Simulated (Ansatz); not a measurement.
# Rh(111) / 1 layer Tc(0001) / Rh(111): resistance against film thickness

Aim: what a thin film of another metal adds to the resistance, first Rh(111) / 1 layer Tc(0001) / Rh(111).

Main program and level: Ansatz 0.2.0; Ansatz plane-wave DFT, PBE, PAW files; ballistic transport by layer matching (Landauer), zero bias; PAW set ansatz+soft_1.

### Step 1. Starting point

The cell holds 9 atoms: 8 Rh and 1 Tc. Cell: a = 2.689 Å, b = 2.689 Å, c = 19.849 Å, α = 90.0°, β = 90.0°, γ = 120.0°. It derives from Rh and Tc. Regions: lead, 8 atoms (8 Rh); films, 1 atom (1 Tc). The structure is stacked along c, and the current runs across the ab planes.

### Step 2. With 1 layer

The film is laid into the lead at the lead's in-plane lattice, and the cell closes on the lead's own image. The mesh across the current, 32×32, is finer than the density's, because channels open and close sharply across the zone. Energies from -1 to 1 eV in steps of 0.036 eV cover the slope of the Fermi function at 300 K, so the program can form a conductance.

Input file input.yaml:

```yaml
crystal:
  lattice:
    - [2.6891977995, 0.0, 0.0]
    - [-1.3445988998, 2.3289136102, 0.0]
    - [0.0, 0.0, 19.8486347861]
  atoms:
    - { symbol: Rh, position: [0.0, 0.0, 0.0553116331] }
    - { symbol: Rh, position: [0.3333333333, 0.6666666667, 0.1659348992] }
    - { symbol: Rh, position: [0.6666666667, 0.3333333333, 0.2765581654] }
    - { symbol: Rh, position: [0.0, 0.0, 0.3871814315] }
    - { symbol: Tc, position: [0.3333333333, 0.6666666667, 0.5] }
    - { symbol: Rh, position: [0.6666666667, 0.3333333333, 0.6128185685] }
    - { symbol: Rh, position: [0.0, 0.0, 0.7234418346] }
    - { symbol: Rh, position: [0.3333333333, 0.6666666667, 0.8340651008] }
    - { symbol: Rh, position: [0.6666666667, 0.3333333333, 0.9446883669] }
kpoints:
  mp_grid: { grid: [16, 16, 2] }
hamiltonian:
  xc: pbe
  pseudopotentials: { kind: paw, azcp: { Rh: "soft_1/Rh.paw.azcp" } }
scf:
  occupations: { method: fermi_dirac, width: 0.1 }
output:
  transmission: { leads: [[0, 1]], kmesh: [32, 32], e_range: [-1.0, 1.0], de: 0.036 }
  write_potential: true
  write_density: true
  volumetric_format: npy
  elf: true
```

On the command line:

```
ansatz run input.yaml --threads 4 --pin off --max-ram 8192MiB --backend cpu --events-out ev --progress --plain --runs-dir out
```

Numbers of over 12 decimals in the logs are rounded to 6 here.

The program printed:

```text
Engine: ansatz 0.2.0, x86_64-unknown-linux-gnu
Pseudopotentials: kind: paw
Pseudopotential: Rh, paw, valence charge 17, recommended cutoff 420 eV (normal), soft_1/Rh.paw.azcp
Pseudopotential: Tc, paw, valence charge 15, recommended cutoff 500 eV (normal), Tc.paw.azcp
Functional definition: PBE
  parameter kappa = 0.804
  parameter beta = 0.066725
  exchange = pbe_x(kappa = kappa, mu = beta*pi^2/3)
  correlation = pbe_c(beta = beta)
Crystal: 9 atoms, lattice volume = 124.310 Å³
Basis set: ecut = 500 eV, 3133 PW (Γ)
Bands: 91, of which v1, the nominal top of the filled ones, is band 76 counted from 1 (75 counted from 0)
Symmetry: 12 space group operations
Space group: P-3m1 (ITA 164), of the structure as read, at distance tolerance 5.0e-5 Å
k-points: 60 of 512
Non-local potential: Rh, projectors of the file, l = 0: 3, l = 1: 2, l = 2: 2, l = 3: 1
Non-local potential: Tc, projectors of the file, l = 0: 3, l = 1: 3, l = 2: 2, l = 3: 2
PAW form: soft (Blöchl's): semilocal exchange-correlation on the pseudo side does not see the compensation charge
PAW one-centre angular grid: Rh, 590 points (default); XC on 64 Gauss nodes
PAW one-centre angular grid: Tc, 590 points (default); XC on 64 Gauss nodes
Initial density: superposition of atomic densities (chi_scale 0.1, normalization cell, long waves of neutral atoms (reshape's long-wave potential 5.20 eV rms, cloud 2.89 Å wide))
Initial wavefunctions: pseudopotential atomic-orbital guess
Functional: x = pbe(κ = 0.804, μ = 0.219515), c = pbe(β = 0.066725)
SCF iter   1: F=—  HF=-56643.142871 eV  |F-HF|=—  |Δ(HF+E_count)|=         —  Δρ=2.35e-1  dr2=6.49e2  ethr=3.10e-3  ⟨swp⟩=5.9  Hψ=17728  notcnv=0  defer=19
preconditioner: auto → Kerker (q_TF=auto, 2.818 Å⁻¹)  [metal: Δε(μ)=0.003 eV  Ē_g=6.318 eV  σ=0.100 eV  W_gap=0.01  n_scr=46 (ndim 8)  ℏωp=29.6 eV  f_vac=0.000  D(μ)=9.39/eV (n_scr^D=112)]
SCF iter   2: F=—  HF=-56624.479242 eV  |F-HF|=—  |Δ(HF+E_count)|=    1.87e1  Δρ=7.14e-2  dr2=7.22e1  ethr=3.10e-3  ⟨swp⟩=3.0  Hψ=11038  notcnv=0  defer=56
SCF iter   3: F=—  HF=-56622.371416 eV  |F-HF|=—  |Δ(HF+E_count)|=    2.11e0  Δρ=4.23e-2  dr2=2.77e0  ethr=3.10e-3  ⟨swp⟩=2.2  Hψ=8615  notcnv=0  defer=57
SCF iter   4: F=—  HF=-56622.032018 eV  |F-HF|=—  |Δ(HF+E_count)|=   3.39e-1  Δρ=2.00e-2  dr2=5.86e0  ethr=1.84e-3  ⟨swp⟩=2.0  Hψ=9653  notcnv=0  defer=61
SCF iter   5: F=—  HF=-56621.899428 eV  |F-HF|=—  |Δ(HF+E_count)|=   1.33e-1  Δρ=8.53e-3  dr2=1.25e0  ethr=1.84e-3  ⟨swp⟩=1.0  Hψ=5427  notcnv=0  defer=61
SCF iter   6: F=—  HF=-56621.864453 eV  |F-HF|=—  |Δ(HF+E_count)|=   3.50e-2  Δρ=1.42e-3  dr2=2.47e-2  ethr=8.28e-4  ⟨swp⟩=1.7  Hψ=5558  notcnv=0  defer=61
SCF iter   7: F=—  HF=-56621.863663 eV  |F-HF|=—  |Δ(HF+E_count)|=   7.90e-4  Δρ=4.49e-4  dr2=4.27e-3  ethr=1.64e-5  ⟨swp⟩=1.1  Hψ=5516  notcnv=0  defer=61
SCF iter   8: F=—  HF=-56621.863632 eV  |F-HF|=—  |Δ(HF+E_count)|=   3.13e-5  Δρ=7.55e-5  dr2=1.09e-5  ethr=2.83e-6  ⟨swp⟩=1.0  Hψ=5399  notcnv=0  defer=61
SCF iter   9: F=—  HF=-56621.863620 eV  |F-HF|=—  |Δ(HF+E_count)|=   1.21e-5  Δρ=2.65e-5  dr2=3.50e-6  ethr=7.23e-9  ⟨swp⟩=2.0  Hψ=7648  notcnv=0  defer=61
SCF iter  10: F=—  HF=-56621.863619 eV  |F-HF|=—  |Δ(HF+E_count)|=   1.74e-7  Δρ=5.20e-6  dr2=2.53e-7  ethr=2.32e-9  ⟨swp⟩=1.0  Hψ=5399  notcnv=0  defer=61
SCF iter  11: F=-56621.863619 eV  HF=-56621.863619 eV  |F-HF|=2.00e-8  |Δ(HF+E_count)|=   6.66e-9  Δρ=1.76e-6  dr2=2.10e-8  ethr=6.62e-11  ⟨swp⟩=6.7  Hψ=13546  notcnv=0
SCF 1 converged in 11 iterations: F = -56621.863619 eV  dr2 = 2.10e-8
  greatest PAW one-centre occupation: 1.000 electrons in one spin orbital (limit 2), on the Rh atom at site 5 (counted from 0), in its partial waves of l = 0
transmission: 368 of 3672 steps passed
transmission: 736 of 3672 steps passed
[...]
transmission: 3672 of 3672 steps passed
SCF converged after 11 iterations
Free energy (F): -56621.863619 eV
Harris-Foulkes:  -56621.863619 eV  (|F-HF|=2.00e-8)
Internal energy: -56621.484606 eV  (E = F + TS)
E sigma→0 (E₀):  -56621.674113 eV
Entropy (-TS):   -0.379013 eV (-42.113 meV/atom)
Fermi energy:    22.429517 eV
--- Per-component energies (eV) ---
  E_band       = -727.005569
  E_kinetic    = 4925.533785
  E_local      = -13242.466636  (includes V_loc(G=0)·N_el)
  E_nonlocal   = 2670.076883
  E_hartree    = 4837.882165
  E_xc         = -1855.798861
  E_vxc        = -2323.468830  (∫ρ·V_xc dr)
  E_paw        = -32104.867493  (= ΣΔE_a)
  E_vpaw       = -2432.442250  (= ΣTr[D̂ρ^β])
  E_aug_tail   = -0.000508  (compensation charges beyond the density's cutoff)
  E_ewald      = -21851.843943
  E_smearing   = -0.379013  (= −TS)
  E_closure    = 0.000000  (closes the sum)
  Σ components = -56621.863619   (vs F -56621.863619, Δ=0.00e0)
--- Band table (eV; the first three rows and the last of 60) ---
  k-point 0: bands = [... 72 lower, 21.3994, 21.3994, 21.4661, 21.4661, 21.5302, 21.5302, 21.9556, 21.9556, ... 11 higher]
  k-point 1: bands = [... 72 lower, 21.3936, 21.4246, 21.4246, 21.6348, 21.7114, 21.7465, 21.7465, 21.7826, ... 11 higher]
  k-point 2: bands = [... 72 lower, 21.2808, 21.3296, 21.4494, 21.5016, 21.6867, 21.7260, 21.7326, 21.8199, ... 11 higher]
  k-point 59: bands = [... 72 lower, 22.3313, 22.5214, 22.6887, 22.7135, 22.7701, 22.8445, 23.0516, 23.1622, ... 11 higher]
--- Transmission ---
  basis      : 61 plane waves across, 36 finite elements along
  points     : 102, standing for a mesh of 32 x 32
  filling    : by the input's occupations and mesh, since the crystals that have channels conduct as metals do. If one of these is a semiconductor, that mesh has misplaced its level
  energies   : 56 from -1.000000 to 0.980000 eV about the Fermi level, 0.036000 eV apart; the leads are filled to 0.000000 eV, and channels, transmission and decay are at 0.008000 eV
  crystal 0  : Rh1, at the sites [0, 1], period 2.1957 Å, over 17.57 Å; its Hamiltonian steps by up to 6.5 meV
    offset         : up to 0.0000 Å between an atom of the period and one for which it stands
    filled         : 4.7 meV under the level at which it is neutral
    channels       : 1.792969e0 a spin
    conductance    : 2.2279e15 S/m² at 300 K; may be off by some 0.0 % by where its bands' edges are placed, 2.9 % from the k-mesh, 0.1 % from the distance to neutral
    slowest decay  : 0.0740 /Å at (0.4062, 0.1875)
  junction   : crystal 0 to crystal 0, 0.70 to 18.35 Å
    transmission   : 9.990404e-1 a spin
    conductance    : 1.2255e15 S/m² at 300 K (1.2289e15 on every other point, 1.2219e15 on every other energy)
    error estimate : 0.3 % from the energy spacing and 0.8 % from band edges of the leads and from resonances (wavevectors taken as independent; lower de), 3.1 % from the k-mesh, 2.7 % from the steps of its leads' Hamiltonians or their offsets (lay more layers), 0.0 % from the distance to neutral
    resistance     : 3.6716e-4 Ω µm² beyond half of each lead's own
```

Run time: 1.8 min. Hardware: 4 threads of Intel Xeon Platinum 8488C (Sapphire Rapids), shared host; peak memory 0.99 GiB; 6.5 min of CPU time.

The column dr2 measures how far the density is from self-consistency, as an energy; F and HF (Harris–Foulkes) agree once it is small.

This step gave:

```yaml
free_energy: -56621.8636 eV
energy_at_zero_smearing: -56621.6741 eV
fermi_energy: 22.43 eV
cell_area: 6.263 Å²
step_of_the_lead_s_potential: 6.5 meV
ballistic_conductance_of_the_lead: 2.23e15 S/m²
estimated_errors_of_the_lead_s_conductance: 0, 2.9, 0.1 % (band edges, k-mesh, distance from neutral)
lead_conductance_per_cell: 1.801 G₀
conductance_of_the_junction: 1.23e15 S/m²
junction_conductance_per_cell: 0.9906 G₀
estimated_errors_of_the_junction_s_conductance: 0.3, 0.8, 3.1, 2.7, 0 % (energy step, band edges, k-mesh, leads' steps, distance from neutral)
area_resistance_that_the_stack_adds_contact_term_taken_off_spin_by_spin: 0.3672 fΩ m²
```

Per spin. Table of transmission, zone mean by energy, zero at the Fermi level:

```
energy (eV)  transmission, zone mean
     -1.000                     1.22
     -0.928                     1.15
     -0.856                     1.07
     -0.784                     1.07
     -0.712                     1.07
     -0.676                     1.05
     -0.604                     1.03
     -0.532                     1.03
     -0.460                     1.03
     -0.388                    0.965
     -0.316                    0.954
     -0.244                    0.951
     -0.172                    0.957
     -0.100                    0.985
     -0.028                    0.986
      0.008                    0.999
      0.080                    0.988
      0.152                    0.974
      0.224                    0.984
      0.296                    0.984
      0.368                    0.927
      0.440                    0.909
      0.512                    0.824
      0.584                    0.791
      0.656                    0.742
      0.692                    0.729
      0.764                    0.650
      0.836                    0.634
      0.908                    0.515
      0.980                    0.405
```

Per spin. Table of open channels, zone mean, lead by energy, zero at the Fermi level:

energy (eV), open channels, zone mean, lead and a bar from the least value:
```
   -1.000       1.84 ###########################
   -0.892       1.76 #########################
   -0.820       1.68 #######################
   -0.712       1.75 #########################
   -0.640       1.74 #########################
   -0.532       1.73 #########################
   -0.424       1.70 ########################
   -0.352       1.67 #######################
   -0.244       1.66 #######################
   -0.136       1.74 #########################
   -0.064       1.77 #########################
    0.008       1.79 ##########################
    0.044       1.83 ###########################
    0.116       1.83 ###########################
    0.224       1.91 #############################
    0.332       1.97 ##############################
    0.404       1.96 ##############################
    0.512       1.80 ##########################
    0.620       1.42 ##################
    0.692       1.26 ##############
    0.800       1.00 ########
    0.872       0.85 #####
    0.980       0.65
```

Transmission over k1 and k2. At 0.0080 eV from the Fermi level.

Ten even steps from '_' (0.00) to '@' (2.26), each cell a mean:
```
%%%%##**==--::========--::++++**@@%%**++..__--::::--::--....==++
--**##++++**--==========--==++**##****--..__..::..::....::____--
::====**++****++****####**++****++**==++::__::::__..........::..
--::==++**++==++********++++++++==++**==::::==::............::::
----==--++++++++++++++++++++++++++++++++======----::........::--
--======****++++++++++======++++++++++++**++======--::......::::
----====####++++++++##**====++**##++++++++####======----::__::--
::::--==####++++====**++--------==++++====++****++==::....____..
::====--++**++++========::::....::--========++++**==--++==::====
##**==****++++++++++++==::..__::::..::--==++++++++++****==****##
@@%%%%**++++==++++++##++--..__====--__::--**##++++++==**++++%%@@
%%%%****++**++++++++++**==--..__----__..::==**++++++++++****++**
--++++--==**==++**++++======--::........::========++++**++====++
::......::::::==****++++====++==----------==++====++++****----::
--::..__..::--====++##**++++++****++======**##++==++++####====--
--::::....::::--======****++++++**++++====++**++++++++**##======
----::....__..------====++++++++++++++++====++++++++++++++======
--::::..........::::==::::==**++==++++++++++++++++++==++**==--::
::::::..........__::--..::++++**++++**++**####****++++******==--
::..____..__....__::____::--++********====++++++======******++**
##++::__..::::--::::--__..++**##@@**==++::--========::====**%%##
@@%%++::::::--------==..::--**@@@@%%**--::..==--------..----**@@
```
Columns: k1 (b1) from -0.5 to 0.469; rows upwards: k2 (b2) from -0.5 to 0.469.

Open channels over k1 and k2. At 0.0080 eV from the Fermi level.

Values, 12 rows by 16 columns, each cell a mean:
```
2.25 2.19 2.12 1.13 1.00 1.00 1.69 2.12 2.56 1.88 0.69 0.88 1.00 1.00 0.69 1.44
1.62 2.13 2.88 2.31 2.06 2.75 2.00 2.63 2.75 2.19 1.12 0.94 1.56 1.62 1.31 0.94
1.00 1.12 2.31 2.00 2.00 2.25 2.12 2.00 2.00 2.31 1.19 1.00 1.00 1.31 1.38 1.00
1.00 1.00 2.81 2.31 2.00 2.00 2.00 2.00 2.00 2.00 2.69 1.88 1.00 1.00 0.69 0.88
1.69 1.50 2.25 2.25 2.00 2.00 2.00 2.00 2.00 2.00 2.06 2.31 1.75 1.56 1.62 1.44
2.56 2.37 2.81 2.00 2.00 2.00 2.00 2.38 2.56 2.00 2.00 2.00 2.12 2.50 2.38 2.56
2.25 1.88 2.50 2.38 2.00 2.00 2.00 2.00 2.38 2.00 2.00 2.00 2.00 2.19 2.56 2.12
1.25 0.62 1.37 1.12 1.87 2.69 2.06 2.00 2.00 2.00 2.00 2.00 2.00 2.69 1.81 1.19
1.00 0.87 1.19 1.00 1.00 1.87 2.12 2.00 2.00 2.00 2.00 2.00 2.00 2.25 1.81 1.00
1.00 1.00 1.81 1.25 1.00 1.00 1.50 2.50 2.12 2.12 2.50 2.31 2.12 2.31 2.12 1.12
1.31 0.56 1.50 1.31 1.19 0.56 1.69 2.25 2.69 2.25 1.75 1.94 1.56 2.38 2.62 2.19
2.56 1.25 1.19 1.00 1.00 0.88 1.50 2.38 2.69 2.00 1.19 1.00 1.00 1.12 2.00 2.50
```
Columns: k1 (b1) from -0.5 to 0.469; rows upwards: k2 (b2) from -0.5 to 0.469.

Electrostatic potential energy in the ca plane at fractional y = 0.667, with atoms of Rh and Tc within 0.2 Å of it. With pseudopotentials it is smooth inside the atoms' cores, unlike the true potential.

Ten even steps from '0' (-58 eV) to '9' (25 eV), each cell a mean:
```
66799999999866799865799999999976689976689999
66799999999865799865799999999975689976689999
77899876899977899987899876789987799987799986
99999632489999999999999721279999999999999852
99998300269999999999998500048999999999999720
99998300269999999999998500048999999999999720
99998522479999999999999720169999999999999842
77899866799987899987899876789987899987799976
```
Columns run along c (16.0 Å, from fractional 0.04 to 0.85 of the cell; values clipped at the 3rd and 97th percentile), rows up along a (2.7 Å). Atoms in or near the plane, at fractional coordinates: Rh at (0.17, 0.33), Tc at (0.50, 0.33), Rh at (0.83, 0.33).

ELF in the ca plane at fractional y = 0.667, with atoms of Rh and Tc within 0.2 Å of it. It is the smooth field of the valence electrons, not physical close to the nuclei.

Ten even steps from '0' (0.19) to '9' (0.73), each cell a mean:
```
34200001000134200134311111111124310023410001
34200001000134200134311111111124310023410001
22100133200022100012111024301112200012200013
00010477520000000000010389830100000000001157
01111699830111000001110694871111000001110279
01111699830111000001110684871111100001110279
00011478620000000000110389940110000000000158
22100133200012100012111035401111100012100023
```
Columns run along c (16.0 Å, from fractional 0.04 to 0.85 of the cell), rows up along a (2.7 Å). Atoms in or near the plane, at fractional coordinates: Rh at (0.17, 0.33), Tc at (0.50, 0.33), Rh at (0.83, 0.33).

Valence density in the ca plane at fractional y = 0.667, with atoms of Rh and Tc within 0.2 Å of it. It is the smooth field of the valence electrons, not physical close to the nuclei.

Ten steps, logarithmic in the rise over the least value, from '0' (0 e/Å³) to '9' (12 e/Å³), each cell a mean:
```
55421122211355422356521122211245532245531112
55421122211355422355421122211245532245531112
44321355421244321244321245421234421134421235
22212688741122210122212478752122210012211368
11113799852111100011112688863111100001112589
11113799852111100011112688863111100001112589
22213688742122100122212578752122210012211478
44322355421234321244321245531234321134421245
```
Columns run along c (16.0 Å, from fractional 0.04 to 0.85 of the cell), rows up along a (2.7 Å). Atoms in or near the plane, at fractional coordinates: Rh at (0.17, 0.33), Tc at (0.50, 0.33), Rh at (0.83, 0.33).

The lead's potential steps by 6.5 meV from period to period, small in itself. The program estimates the junction's conductance to 3.1 % from the k-mesh, 0 % from the leads' distance from neutral and 2.7 % from their steps.

By hand: 1/G − 1/G_lead = 1/1.226 − 1/2.228 = 0.367 fΩ m² with G in 10¹⁵ S/m².

### Step 3. With 3 layers, k-mesh 16×16×1, film layers 3

The stack now holds 3 film layers; the k-mesh follows the cell, and the energies span -0.27 to 0.27 eV.

System of this step: Rh(111) / 3 layers Tc(0001) / Rh(111). The cell holds 11 atoms: 8 Rh and 3 Tc. Its edges and angles: a = 2.689 Å, b = 2.689 Å, c = 24.414 Å, α = 90.0°, β = 90.0°, γ = 120.0°. It derives from Rh and Tc. Regions: lead, 8 atoms (8 Rh); films, 3 atoms (3 Tc). The structure is stacked along c, and the current runs across the ab planes.

Input file input.yaml:

```yaml
crystal:
  lattice:
    - [2.6891977995, 0.0, 0.0]
    - [-1.3445988998, 2.3289136102, 0.0]
    - [0.0, 0.0, 24.4143714183]
  atoms:
    - { symbol: Rh, position: [0.0, 0.0, 0.0449677932] }
    - { symbol: Rh, position: [0.3333333333, 0.6666666667, 0.1349033795] }
    - { symbol: Rh, position: [0.6666666667, 0.3333333333, 0.2248389659] }
    - { symbol: Rh, position: [0.0, 0.0, 0.3147745522] }
    - { symbol: Tc, position: [0.3333333333, 0.6666666667, 0.4064948969] }
    - { symbol: Tc, position: [0.6666666667, 0.3333333333, 0.5] }
    - { symbol: Tc, position: [0.3333333333, 0.6666666667, 0.5935051031] }
    - { symbol: Rh, position: [0.6666666667, 0.3333333333, 0.6852254478] }
    - { symbol: Rh, position: [0.0, 0.0, 0.7751610341] }
    - { symbol: Rh, position: [0.3333333333, 0.6666666667, 0.8650966205] }
    - { symbol: Rh, position: [0.6666666667, 0.3333333333, 0.9550322068] }
kpoints:
  mp_grid: { grid: [16, 16, 1] }
hamiltonian:
  xc: pbe
  pseudopotentials: { kind: paw, azcp: { Rh: "soft_1/Rh.paw.azcp" } }
scf:
  occupations: { method: fermi_dirac, width: 0.1 }
output:
  transmission:
    leads: [[0, 1]]
    kmesh: [32, 32]
    e_range: [-0.27, 0.27]
    de: 0.036
  write_potential: true
  write_density: true
  volumetric_format: npy
```

The program printed:

```text
[...]
Crystal: 11 atoms, lattice volume = 152.905 Å³
Basis set: ecut = 500 eV, 3821 PW (Γ)
Bands: 109, of which v1, the nominal top of the filled ones, is band 91 counted from 1 (90 counted from 0)
Symmetry: 6 space group operations
[...]
k-points: 30 of 256 (time reversal used)
[...]
--- Transmission ---
  basis      : 61 plane waves across, 44 finite elements along
  points     : 102, standing for a mesh of 32 x 32
[...]
filled         : 2.4 meV under the level at which it is neutral
    channels       : 1.792969e0 a spin
[...]
slowest decay  : 0.0413 /Å at (0.4062, 0.1875)
  junction   : crystal 0 to crystal 0, 0.70 to 22.92 Å
    transmission   : 6.860900e-1 a spin
[...]
resistance     : 7.2275e-4 Ω µm² beyond half of each lead's own
[key lines of the parts left out:]
SCF converged after 12 iterations
Free energy (F): -67417.949555 eV
Fermi energy:    22.432391 eV
```

Elapsed: 59 s, on 4 threads; peak memory 1 GiB; 3.6 min of CPU time.

Numbers from this step:

- free energy: -67417.9496 eV
- energy at zero smearing: -67417.7311 eV
- step of the lead's potential: 5.6 meV
- conductance of the junction: 8.54e14 S/m²
- junction conductance per cell: 0.6900 G₀
- estimated errors of the junction's conductance: 0.2, 0.8, 4.8, 13.4, 0 % (energy step, band edges, k-mesh, leads' steps, distance from neutral)
- area resistance that the stack adds (contact term taken off, spin by spin): 0.7228 fΩ m²

Per spin. Transmission, zone mean against energy, zero at the Fermi level:

| energy (eV) | transmission, zone mean |
| --- | --- |
| -0.270 | 0.724 |
| -0.234 | 0.711 |
| -0.198 | 0.709 |
| -0.162 | 0.709 |
| -0.126 | 0.716 |
| -0.090 | 0.706 |
| -0.054 | 0.690 |
| -0.018 | 0.684 |
| 0.018 | 0.686 |
| 0.054 | 0.705 |
| 0.090 | 0.695 |
| 0.126 | 0.665 |
| 0.162 | 0.693 |
| 0.198 | 0.711 |
| 0.234 | 0.720 |
| 0.270 | 0.730 |

The conductance of the junction is 8.5e14 S/m², 30 % under the 1.2e15 S/m² of the last finished run.

[end of part 1 of 2]

[Logs are printed without paths, hosts, clocks, repeated set-up lines and the standing remarks that a program may print on its own settings, such as how far it seeks lower states.]

[Hosts, paths, dates, database ids (printed as entryN), source tags and the programs' standing remarks are cut or masked in the printed files.]
